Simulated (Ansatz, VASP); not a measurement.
## Two plane-wave programs on Ca

```
Ca
1.0
    -2.19863    2.19863    2.19863
     2.19863   -2.19863    2.19863
     2.19863    2.19863   -2.19863
Ca
1
Direct
  0.00000 0.00000 0.00000
```

The cell was built by a generator and needn't be a form met in nature.

Alike in both runs: task single point; functional r2SCAN; k mesh 14 × 14 × 14; occupations gaussian, width 0.05 eV; no spin polarisation.

```csv
,VASP,Ansatz
version,VASP 6.6.1,Ansatz 0.2.0
potentials or method,"VASP PAW PBE potentials, release 64 (Ca_sv)","scalar-relativistic, plane waves, PAW"
plane-wave cutoff (eV),520,600
valence electrons in the cell,10,10
```

VASP gave:

```
pressure (GPa) : 0.4
```

Problem. Estimate Ansatz's values.

Solution. Pressure (GPa): 0.3.

With one functional, cell and mesh, what is left measures potentials, basis and numerics.

Caveats: the PAW data sets were made with another functional, which shifts forces and pressure a little (VASP).
